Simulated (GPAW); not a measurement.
W:

```
CELL_PARAMETERS angstrom
-1.58234 1.58234 1.58234
1.58234 -1.58234 1.58234
1.58234 1.58234 -1.58234
ATOMIC_POSITIONS crystal
W 0.00000 0.00000 0.00000
```

| Quantity | Value |
| --- | --- |
| Program | GPAW 26.7.0 |
| Task | relaxation of cell and atoms |
| Functional | BLYP |
| Potentials or basis | PAW data sets generated in the run's folder for this functional |
| Cutoff | 600 eV |
| Basis | pw |
| k mesh | 12 × 12 × 12 |
| Occupations | fermi-dirac, width 0.05 eV |
| Spin | no spin polarisation |

At the start: pressure 14.3 GPa; volume 15.85 Å³/atom.

Q: How do energy, volume and symmetry change on relaxing?

A: Over 3 steps the energy falls by 32.9 meV/atom and the volume is 16.63 Å³/atom (+4.9 %); space group Im-3m (No. 229, to 0.05 Å).

Step by step:
```
step  energy change (eV)  largest force (eV/Å)  pressure (GPa)  volume (Å³)
   1              0.0000                0.0000           14.30        15.85
   2             -0.0305                0.0000           -3.49        16.84
   3             -0.0329                0.0000           -0.18        16.63
```

Final structure:
```
W
1.0
    -1.60794    1.60794    1.60794
     1.60794   -1.60794    1.60794
     1.60794    1.60794   -1.60794
W
1
Direct
  0.00000 0.00000 0.00000
```

Caveat: later steps reuse the first step's grids.
